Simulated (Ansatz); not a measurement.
Runs of Ansatz 0.2.0 on ZrSe2. Symmetry: P-3m1, No. 164, trigonal system. Conventional cell: a = 3.798 Å, b = 3.798 Å, c = 6.192 Å, α = 90.00°, β = 90.00°, γ = 120.00°. Zr (site symmetry -3m) has 6 Se at 2.68 Å as nearest neighbours. Se (site symmetry 3m) is surrounded by 3 Zr at 2.68 Å. 

| level | cutoff (eV) | gap on the mesh (eV) | pressure (GPa) | largest force (eV/Å) |
| --- | --- | --- | --- | --- |
| HSE03 | 420 | (d) | 1.2 | 0.05 |
| B3LYP | 420 | 1.52 | 4.4 | 0.21 |
| r2SCAN0 | 500 | (c) | 1.0 | 0.02 |
| r2SCAN50 | 500 | 3.31 | (b) | (a) |

Alike in all rows: task band structure; potentials or basis Ansatz PAW; no spin polarisation; cell as given; k mesh 4 × 4 × 3; smearing fermi-dirac 0.05 eV; the mesh is coarse, so values aren't converged.

Q: Fill in the values left out.

A: (a) 0.14; (b) 0.2; (c) 1.97; (d) 0.92.

Caveats: all runs use coarse meshes; the k mesh misses the band edges, so the gap on the mesh is wider than the one along the path; the PAW data sets come from PBE, with cores solved anew for the run's functional, which leaves a small shift of forces and pressure; the thresholds are loose for stress; this functional lacks dispersion, which binds the layers, so the pressure and a relaxed spacing across them are unreliable (some runs).

A k mesh can miss the band edges, and the runs leave out spin-orbit coupling on Se, Zr.
